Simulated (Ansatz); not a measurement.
`CO[SiH2][SiH2]N` + `CC(=O)O` → `CO[SiH2]OC(C)=O` + `N[SiH3]`  (cleavage of the Si–Si bond)

Program: Ansatz. Geometries: PBE0-D4/def2-TZVP. ΔE: electronic, gas phase. CBS: MP2 limit from def2 TZ/QZ plus the TZ coupled-cluster correction, frozen cores. This one scheme is used for every species. Functionals use def2-TZVPP. B3LYP here is the variant with VWN-RPA as its local correlation; programs differ in this. One conformer a species, not always the lowest.

CCSD(T)/CBS gives -113.1 kJ/mol.

(1) Another level gave -109.1 kJ/mol. Which?
A. PBE0/def2-TZVPP
B. r2SCAN-D4/def2-TZVPP
C. ωB97M-V/def2-TZVPP
D. B3LYP/def2-TZVPP

Largest T1 diagnostic among the species: 0.015.

Answers

(1) D. B3LYP -109.1, PBE0 -93.5, r2SCAN-D4 -105.0, ωB97M-V -114.4 kJ/mol.

From PBE to PBE0 (25 % exact exchange), in def2-TZVPP and without D4, ΔE moves by −8.8 kJ/mol. In def2-TZVPP, CCSD(T) changes the Hartree–Fock value by +19.6 kJ/mol (the triples alone add +2.3 kJ/mol) and MP2 by +12.9 kJ/mol.

CCSD(T)/CBS has its own doubt, a few kJ/mol and more with outer-core shells, so smaller differences from it don't rank the levels.
